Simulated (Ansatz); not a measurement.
**Boltzmann transport of InP₃ at constant τ**

Theory: DFT LDA, scalar-relativistic, plane waves, PAW in Ansatz 0.2.0. Plane waves to 420 eV; Γ-centred k mesh 6×6×6; Fermi-Dirac smearing of 0.15 eV. No spin polarisation.

Equilibrium structure at this level:
```yaml
crystal:
  lattice:
    - [3.68975, 2.13028, 3.24336]
    - [-3.68975, 2.13028, 3.24336]
    - [0.00000, -4.26056, 3.24336]
  atoms:
    - { symbol: In, position: [0.27377, 0.27377, 0.27377] }
    - { symbol: In, position: [0.72623, 0.72623, 0.72623] }
    - { symbol: P, position: [0.79391, 0.24163, 0.79391] }
    - { symbol: P, position: [0.79391, 0.79391, 0.24163] }
    - { symbol: P, position: [0.24163, 0.79391, 0.79391] }
    - { symbol: P, position: [0.20609, 0.75837, 0.20609] }
    - { symbol: P, position: [0.75837, 0.20609, 0.20609] }
    - { symbol: P, position: [0.20609, 0.20609, 0.75837] }
```

In a metal these results depend on the k mesh and the smearing.

Constant relaxation time and rigid bands. The levels are interpolated over the whole zone and filled by a Fermi function at the stated temperature, with the chemical potential set by the electron count. Seebeck coefficients of a few μV/K are small differences and uncertain even in sign.

Question: Give the Drude plasma energies, the density of states at the chemical potential and σ/τ at 300 K.

Answer:
```json
{
  "Plasma energy xx, yy, zz": "2.27, 2.27, 2.00 eV",
  "Density of states (thermally broadened)": "1.28 states/eV/cell",
  "Conductivity over τ, xx, yy, zz": "1.1, 1.1, 0.8 ×10²⁰ (Ω·m·s)⁻¹"
}
```

Question: And the Seebeck coefficient (μV/K)?

Answer:
```csv
T (K),Sxx,Syy,Szz
300,22.0,22.0,19.6
600,32.5,32.5,30.5
900,36.2,36.2,34.5
```

Cost: 1 run of about 9.4 core-minutes, on Oxide Virtual Turin-like Processor (Zen 5) (shared hosts).